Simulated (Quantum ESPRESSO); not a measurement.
In, a slab with vacuum:

```
In
1.0
     3.36384    0.00000    0.00000
    -1.68192    2.91317    0.00000
     0.00000    0.00000   25.79971
In
5
Direct
  0.00000 0.00000 0.29070
  0.33333 0.66667 0.39535
  0.00000 0.00000 0.50000
  0.66667 0.33333 0.60465
  0.00000 0.00000 0.70930
```

The slab is cut from a database's or a generator's crystal, which needn't be the stable form of the element.

A sound run:

```yaml
Program: Quantum ESPRESSO 7.5
Task: work function
Functional: PBE
Potentials_or_basis: PseudoDojo 0.4.1 SR PBE standard
Cutoff: 952 eV
Density_cutoff: 3810 eV
k_mesh: 9 × 9 × 1
Occupations: fermi-dirac, width 0.05 eV
Spin: no spin polarisation
```

It gives largest force 0.116 eV/Å; band gap on the k mesh none (metal or under the smearing width).

Q: What do these careless settings give instead: cutoff 381 eV in place of 952 eV; density cutoff 1524 eV in place of 3810 eV?

A: Largest force 0.085 eV/Å; band gap on the k mesh none (metal or under the smearing width). The run converged, but these numbers show the error of the settings and aren't properties of the slab.
